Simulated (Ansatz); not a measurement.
Runs of Ansatz 0.2.0 on Si2Ni. It takes space group Fm-3m (No. 225, cubic). The conventional cell has a = 5.406 Å, b = 5.406 Å, c = 5.406 Å, α = 90.00°, β = 90.00°, γ = 90.00°. Ni (site symmetry m-3m) has 8 Si at 2.34 Å as nearest neighbours. Si (site symmetry -43m) is surrounded by 4 Ni at 2.34 Å. 

| task | level | U | cutoff (eV) | basis error allowed | gap on the mesh (eV) | pressure (GPa) | moment (μB) | V0 of scaled cells (Å³/atom) | B0 (GPa) |
| --- | --- | --- | --- | --- | --- | --- | --- | --- | --- |
| band structure | PBE | - | 269 | 0.002 eV/atom | - | 3.8 | 0.00 | - | - |
| equation of state | PBEsol | - | - | 0.001 eV/atom | - | - | - | 13.09 | 155 |
| equation of state | PBEsol | - | - | 0.002 eV/atom | - | - | - | 13.09 | 155 |
| density of states | PBEsol+U | Ni d U = 2 eV | 269 | 0.002 eV/atom | none | -1.1 | 0.00 | - | - |
| band structure | LDA | - | 269 | 0.002 eV/atom | - | (a) | 0.00 | - | - |
| band structure | PBEsol | - | 269 | 0.002 eV/atom | - | -0.9 | 0.00 | - | - |
| single point | PBEsol | - | 293 | 0.001 eV/atom | none | -0.9 | 0.00 | - | - |
| density of states | PBEsol+U | Ni d U = 8 eV | 269 | 0.002 eV/atom | none | -1.1 | 0.00 | - | - |

Alike in all rows: potentials or basis all-electron LAPW, scalar-relativistic; spin collinear, ferromagnetic start; cell as given; k mesh 9 × 9 × 9; smearing fermi-dirac 0.05 eV.

Task: Estimate the missing entries.

Result: (a) -4.3.

Caveats: the magnetic state may not be the lowest (some runs); U is the effective U less J, on atomic orbitals that reach past the spheres (some runs); the U is typed as a test and isn't derived for this compound (some runs).

A k mesh can miss the band edges.

A gap of «none» marks a metal or a gap under the smearing width.

Not every run made on this cell is shown here.
